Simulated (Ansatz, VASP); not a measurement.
## Two plane-wave programs on KF

```
K F
1.0
     0.00000    2.93540    2.93540
     2.93540    0.00000    2.93540
     2.93540    2.93540    0.00000
K F
1 1
Direct
  0.00000 0.00000 0.00000
  0.25000 0.25000 0.25000
```

Alike in both runs: task single point; functional PBE; k mesh 6 × 6 × 6; no spin polarisation.

```csv
,VASP,Ansatz
version,VASP 6.6.1,Ansatz 0.2.0
potentials or method,"VASP PAW PBE potentials, release 64 (K_sv, F)","plane waves, PAW"
plane-wave cutoff (eV),520,420
occupations,"gaussian, width 0.01 eV",fixed
valence electrons in the cell,16,16
```

|  | VASP | Ansatz | Ansatz less VASP |
| --- | --- | --- | --- |
| gap on the k mesh at the Fermi level (eV) | 5.16 | 5.17 | +0.010 |

A k mesh can miss the band edges. As with any semilocal functional, this PBE gap is likely too small.
